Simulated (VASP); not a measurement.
AlPt:

```
Al Pt
1.0
     4.86785    0.00000    0.00000
     0.00000    4.86785    0.00000
     0.00000    0.00000    4.86785
Al Pt
4 4
Direct
  0.84415 0.84415 0.84415
  0.65585 0.15585 0.34415
  0.34415 0.65585 0.15585
  0.15585 0.34415 0.65585
  0.15404 0.15404 0.15404
  0.34596 0.84596 0.65404
  0.65404 0.34596 0.84596
  0.84596 0.65404 0.34596
```

The cell is a database's computed one.

Base run:

```yaml
Program: VASP 6.6.1
Functional: LDA
Potentials_or_basis: VASP PAW LDA potentials, release 64 (Al, Pt)
Cutoff: 520 eV
k_mesh: 8 × 8 × 8
Occupations: methfessel-paxton, width 0.1 eV
Spin: no spin polarisation
```

Its results: pressure -3.7 GPa.

Problem. The run is repeated on the same cell with these changes: functional from LDA to PBEsol; potentials or basis from VASP PAW LDA potentials, release 64 (Al, Pt) to VASP PAW PBE potentials, release 64 (Al, Pt). What comes out?

Solution. Pressure 0.0 GPa.

Caveats: the PAW data sets were made with another functional, which shifts forces and pressure a little (some runs).
